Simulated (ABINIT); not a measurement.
## A GW chain in ABINIT: BAs (F-43m)

How does a plane-wave GW calculation on BAs (F-43m) run from the first input to the gap?

Main program and level: ABINIT 10.8.3; PBE and many-body steps on it, plane waves.

**Experimental background.**

- Gap 4.12 eV: direct gap from square of absorption coefficient, average of two samples; spectroscopic ellipsometry; 300 K; bulk crystal (CVT-grown opaque bulk crystals) (“Optical properties of cubic boron arsenide”, 2019, arxiv:1911.04914).

- Gap 2.02 eV: indirect gap from square root of absorption coefficient, average of three samples; transmission and reflection spectroscopy; 300 K; bulk crystal (CVT-grown platelets about 10 um thick) (“Optical properties of cubic boron arsenide”, 2019, arxiv:1911.04914).

- Gap 1.82 eV: indirect gap from Tauc plot of optical absorption; UV-visible absorption, indirect Tauc plot; 300 K; bulk crystal (three thin as-grown single crystals with the same absorption edge) (“Photoluminescence mapping and time-domain thermo-photoluminescence for rapid imaging and measurement of thermal conductivity of boron arsenide”, 2019, arxiv:1910.07149).

### 1. The structure

Symmetry: F-43m, No. 216, cubic system. The conventional cell has a = 4.777 Å, b = 4.777 Å, c = 4.777 Å, α = 90.00°, β = 90.00°, γ = 90.00°. Nearest to B lie 4 As at 2.07 Å. As has 4 B at 2.07 Å nearest. Farther neighbours are not listed.

The cell and positions come from the Crystallography Open Database and are kept as given unless a step says otherwise.

### 2. Ground state

This step: ABINIT 10.8.3; DFT, PBE, plane waves, norm-conserving pseudopotentials.

The ground-state density comes first.

Input file run.abi:

```
acell 3*1.0 Angstrom
rprim 
  -0.000000000000 2.388500000000 2.388500000000
  2.388500000000 -0.000000000000 2.388500000000
  2.388500000000 2.388500000000 -0.000000000000
ntypat 2
znucl 5 33
natom 2
typat 1 2
xred 
  0.000000000000 0.000000000000 0.000000000000
  0.250000000000 0.250000000000 0.250000000000
pp_dirpath "pseudos"
pseudos "B.upf, As.upf"
ecut 44
ngkpt 8 8 8
nshiftk 1
shiftk 0 0 0
kptopt 1
chksymbreak 0
nband 18
occopt 1
tolvrs 1e-10
nstep 60
prtwf 0
indata_prefix "in"
outdata_prefix "out"
tmpdata_prefix "tmp"
```

Run with:

```bash
$ OMP_NUM_THREADS=1 mpirun -n 4 abinit run.abi > log
```

Numbers of over 12 decimals in the logs are rounded to 6 here.

What it wrote:

```text
.Version 10.8.3 of ABINIT. v10.8.2 released Aug 2026.

 Symmetries : space group F-4 3 m (#216); Bravais cF (face-center cubic)
================================================================================
 Values of the parameters that define the memory need of the present run
     intxc =       0    ionmov =       0      iscf =       7    lmnmax =       6
     lnmax =       6     mgfft =      40  mpssoang =       3    mqgrid =    3001
     natom =       2  nloc_mem =       1    nspden =       1   nspinor =       1
    nsppol =       1      nsym =      24    n1xccc =    2501    ntypat =       2
    occopt =       1   xclevel =       2
-    mband =          18        mffmem =           1         mkmem =           8
       mpw =        2601          nfft =       64000          nkpt =          29
================================================================================
  Rough estimation (10% accuracy) of disk space for files :
================================================================================

--------------------------------------------------------------------------------
------------- Echo of variables that govern the present computation ------------
--------------------------------------------------------------------------------
 -outvars: echo values of preprocessed input variables --------
            acell      1.8897261259E+00  1.8897261259E+00  1.8897261259E+00 Bohr

      chksymbreak           0
             ecut      4.40000000E+01 Hartree
-          fftalg         312

              ixc     -101130
              kpt      0.00000000E+00  0.00000000E+00  0.00000000E+00
                       1.25000000E-01  0.00000000E+00  0.00000000E+00
                       2.50000000E-01  0.00000000E+00  0.00000000E+00
                       3.75000000E-01  0.00000000E+00  0.00000000E+00
                       5.00000000E-01  0.00000000E+00  0.00000000E+00
                       1.25000000E-01  1.25000000E-01  0.00000000E+00
                       2.50000000E-01  1.25000000E-01  0.00000000E+00
                       3.75000000E-01  1.25000000E-01  0.00000000E+00
                       5.00000000E-01  1.25000000E-01  0.00000000E+00
   [... 18 further rows ...]
                      -3.75000000E-01  5.00000000E-01  1.25000000E-01
                      -2.50000000E-01  5.00000000E-01  2.50000000E-01
         kptrlatt        8    0    0      0    8    0      0    0    8
          kptrlen      5.10656775E+01
P           mkmem           8
            natom           2
            nband          18
            ngfft          40      40      40
             nkpt          29
            nstep          60
             nsym          24
           ntypat           2
              occ      2.000000  2.000000  2.000000  2.000000  2.000000  2.000000
                       2.000000  2.000000  2.000000  2.000000  2.000000  2.000000
                       2.000000  0.000000  0.000000  0.000000  0.000000  0.000000
            prtwf           0
            rprim     -0.0000000000E+00  2.3885000000E+00  2.3885000000E+00
[...]
spgroup         216

           tolvrs      1.00000000E-10

             xred      0.0000000000E+00  0.0000000000E+00  0.0000000000E+00
[...]
znucl        5.00000   33.00000

================================================================================

 chkinp: Checking input parameters for consistency.

================================================================================
== DATASET  1 ==================================================================
-   mpi_nproc: 4, omp_nthreads: 1 (-1 if OMP is not activated)

--- !DatasetInfo
iteration_state: {dtset: 1, }
dimensions: {natom: 2, nkpt: 29, mband: 18, nsppol: 1, nspinor: 1, nspden: 1, mpw: 2601, }
cutoff_energies: {ecut:  44.0, pawecutdg:  -1.0, }
electrons: {nelect:   2.60000000E+01, charge:   0.00000000E+00, occopt:   1.00000000E+00, tsmear:   1.00000000E-02, }

 Real(R)+Recip(G) space primitive vectors, cartesian coordinates (Bohr,Bohr^-1):
 R(1)=  0.0000000  4.5136109  4.5136109  G(1)= -0.1107761  0.1107761  0.1107761
 R(2)=  4.5136109  0.0000000  4.5136109  G(2)=  0.1107761 -0.1107761  0.1107761
 R(3)=  4.5136109  4.5136109  0.0000000  G(3)=  0.1107761  0.1107761 -0.1107761
 Unit cell volume ucvol=  1.8390873E+02 bohr^3
 Angles (23,13,12)=  6.00000000E+01  6.00000000E+01  6.00000000E+01 degrees

 getcut: wavevector=  0.0000  0.0000  0.0000  ngfft=  40  40  40
         ecut(hartree)=     44.000   => boxcut(ratio)=   2.09860

--- Pseudopotential description ------------------------------------------------
- B Generated using ONCVPSP code by D. R. Hamann
-  5.00000   3.00000  171031                  znucl, zion, pspdat
12 -101130 1 -1 1534                          pspcod,pspxc,lmax,lloc,mmax
     nproj     2     2     0
  pspatm : epsatm=    3.38844616
         --- l  ekb(1:nproj) -->
[...]
pspatm: atomic psp has been read  and splines computed

- As Generated using ONCVPSP code by D. R. Hamann
- 33.00000  23.00000  171031                  znucl, zion, pspdat
12 -101130 2 -1 1358                          pspcod,pspxc,lmax,lloc,mmax
     nproj     2     2     2
  pspatm : epsatm=   24.77333152
         --- l  ekb(1:nproj) -->
[...]
2  -10.105298   -4.355719
 pspatm: atomic psp has been read  and splines computed

   7.32206220E+02                                ecore*ucvol(ha*bohr**3)
--------------------------------------------------------------------------------

_setup2: Arith. and geom. avg. npw (full set) are    2564.154    2564.133

================================================================================

--- !BeginCycle
iteration_state: {dtset: 1, }
solver: {iscf: 7, nstep: 60, nline: 4, wfoptalg: 0, }
tolerances: {tolvrs: 1.00E-10, }

     iter   Etot(hartree)      deltaE(h)  residm     vres2
 ETOT  1  -307.28277226239    -3.073E+02 1.451E+00 2.107E+02
 ETOT  2  -308.18137084335    -8.986E-01 4.681E-02 9.286E+01
 ETOT  3  -308.19264815402    -1.128E-02 4.179E-02 1.329E+00
 ETOT  4  -308.19277605002    -1.279E-04 1.708E-03 3.985E-02
 ETOT  5  -308.19279338962    -1.734E-05 7.103E-05 1.145E-02
 ETOT  6  -308.19279455617    -1.167E-06 1.440E-04 2.116E-04
 ETOT  7  -308.19279456963    -1.345E-08 1.289E-05 4.646E-06
 ETOT  8  -308.19279456994    -3.171E-10 2.002E-05 4.544E-08
 ETOT  9  -308.19279456993     1.518E-11 1.139E-05 1.993E-09
 ETOT 10  -308.19279456992     1.432E-11 1.824E-05 2.264E-11

 At SCF step   10       vres2   =  2.26E-11 < tolvrs=  1.00E-10 =>converged.

 Cartesian components of stress tensor (hartree/bohr^3)
  sigma(1 1)=  3.39824052E-04  sigma(3 2)=  0.00000000E+00
  sigma(2 2)=  3.39824052E-04  sigma(3 1)=  0.00000000E+00
  sigma(3 3)=  3.39824052E-04  sigma(2 1)=  0.00000000E+00

--- !ResultsGS
iteration_state: {dtset: 1, }
comment   : Summary of ground state results
lattice_vectors:
- [ -0.0000000,   4.5136109,   4.5136109, ]
- [  4.5136109,  -0.0000000,   4.5136109, ]
- [  4.5136109,   4.5136109,  -0.0000000, ]
lattice_lengths: [   6.38321,    6.38321,    6.38321, ]
lattice_angles: [ 60.000,  60.000,  60.000, ] # degrees, (23, 13, 12)
lattice_volume:   1.8390873E+02
convergence: {deltae:  1.432E-11, res2:  2.264E-11, residm:  1.824E-05, diffor: null, }
etotal    :  -3.08192795E+02
entropy   :   0.00000000E+00
fermie    :   2.93949411E-01
cartesian_stress_tensor: # hartree/bohr^3
- [  3.39824052E-04,   0.00000000E+00,   0.00000000E+00, ]
- [  0.00000000E+00,   3.39824052E-04,   0.00000000E+00, ]
- [  0.00000000E+00,   0.00000000E+00,   3.39824052E-04, ]
pressure_GPa:  -9.9980E+00
xred      :
- [  0.0000E+00,   0.0000E+00,   0.0000E+00,  B]
- [  2.5000E-01,   2.5000E-01,   2.5000E-01, As]
cartesian_forces: # hartree/bohr
- [  3.90950434E-24,   3.90950434E-24,  -1.17285130E-23, ]
- [ -3.90950434E-24,  -3.90950434E-24,   1.17285130E-23, ]
force_length_stats: {min:   1.29663590E-23, max:   1.29663590E-23, mean:   1.29663590E-23, }

 Integrated electronic density in atomic spheres:
 ------------------------------------------------
 Atom  Sphere_radius  Integrated_density
    1        2.00000          2.57184315
    2        2.00000         20.47813491
================================================================================

 ----iterations are completed or convergence reached----

 Mean square residual over all n,k,spin=   60.034E-09; max=  18.236E-06
 reduced coordinates (array xred) for    2 atoms
       0.000000000000      0.000000000000      0.000000000000
       0.250000000000      0.250000000000      0.250000000000
 rms dE/dt=  4.9912E-23; max dE/dt=  7.0586E-23; dE/dt below (all hartree)
    1      -0.000000000000     -0.000000000000      0.000000000000
    2      -0.000000000000     -0.000000000000      0.000000000000

 cartesian coordinates (angstrom) at end:
    1      0.000000     0.000000     0.000000
    2      1.194250     1.194250     1.194250

 cartesian forces (hartree/bohr) at end:
    1      0.000000     0.000000    -0.000000
    2     -0.000000    -0.000000     0.000000
 frms,max,avg= 7.4861309E-24 1.1728513E-23   0.000E+00  0.000E+00  0.000E+00 h/b

 cartesian forces (eV/Angstrom) at end:
    1      0.000000     0.000000    -0.000000
    2     -0.000000    -0.000000     0.000000
 frms,max,avg= 3.8495233E-22 6.0310439E-22   0.000E+00  0.000E+00  0.000E+00 e/A
 length scales=  1.889726125908  1.889726125908  1.889726125908 bohr
              =  1.000000000000  1.000000000000  1.000000000000 angstroms
 prteigrs : about to open file out_EIG
 Fermi (or HOMO) energy (hartree) =   0.29395   Average Vxc (hartree)=  -0.41185
 Eigenvalues (hartree) for nkpt=  29  k points:
 kpt#   1, nband= 18, wtk=  0.00195, kpt=  0.0000  0.0000  0.0000 (reduced coord)
  -6.52474   -4.44262   -4.44262   -4.44262   -1.02470   -1.02470   -1.02470   -1.02395
  -1.02395   -0.27205    0.29395    0.29395    0.29395    0.41483    0.41483    0.41483
   0.46596    0.64661
 prteigrs : prtvol=0 or 1, do not print more k-points.

--- !EnergyTerms
iteration_state     : {dtset: 1, }
comment             : Components of total free energy in Hartree
kinetic             :  1.38353924928963E+02
hartree             :  1.24507800013425E+02
xc                  : -2.89029142097494E+01
Ewald energy        : -1.42752833839720E+02
psp_core            :  3.98135661095920E+00
local_psp           : -3.25924045357233E+02
non_local_psp       : -7.74560827165594E+01
total_energy        : -3.08192794569915E+02
total_energy_eV     : -8.38635317127023E+03
band_energy         : -4.95260199424559E+01

 Cartesian components of stress tensor (hartree/bohr^3)
  sigma(1 1)=  3.39824052E-04  sigma(3 2)=  0.00000000E+00
  sigma(2 2)=  3.39824052E-04  sigma(3 1)=  0.00000000E+00
  sigma(3 3)=  3.39824052E-04  sigma(2 1)=  0.00000000E+00

-Cartesian components of stress tensor (GPa)         [Pressure= -9.9980E+00 GPa]
- sigma(1 1)=  9.99796878E+00  sigma(3 2)=  0.00000000E+00
- sigma(2 2)=  9.99796878E+00  sigma(3 1)=  0.00000000E+00
- sigma(3 3)=  9.99796878E+00  sigma(2 1)=  0.00000000E+00

== END DATASET(S) ==============================================================
================================================================================

 -outvars: echo values of variables after computation  --------
           etotal     -3.0819279457E+02
            nband          18
             nkpt          29
          spgroup         216
 [... the other variables as echoed above ...]

 Calculation completed.
```

Wall time 16 s (4 MPI ranks of Arm Neoverse V1, shared host); peak memory 0.32 GiB.

This step gave:

| Quantity | Value |
| --- | --- |
| total energy | -8386.3532 eV |
| gap | 1.208 eV |
| k of the valence top | 0, 0, 0 |
| k of the conduction bottom | 0.375, 0.375, 0 |
| least direct gap | 3.289 eV |
| pressure | -9.998 GPa |

The gap is indirect, with the least direct gap 2.08 eV higher.

The cutoff was set for levels, not for stress, so the pressure can be off by some GPa.

[end of part 1 of 3]

[Paths, hosts, dates, memory and timing lines, banners, echoed tables and standing remarks are left out of the program output.]

[Logs are printed without paths, hosts, clocks, repeated set-up lines and the standing remarks that a program may print on its own settings, such as how far it seeks lower states.]

[Runs of the session that timed out or met a known fault of the program may be left out.]

[Hosts, paths, dates, database ids (printed as entryN), source tags and the programs' standing remarks are cut or masked in the printed files.]

[G0W0 gaps are taken among the corrected bands and points alone; a level outside them can change the order at an edge.]

[Where Ansatz stands beside ABINIT at settings called matched, ABINIT's density can come from a denser mesh and the files from another edition; pairs whose starting gaps differed by over 0.03 eV were left out, so agreement reads better than it is.]
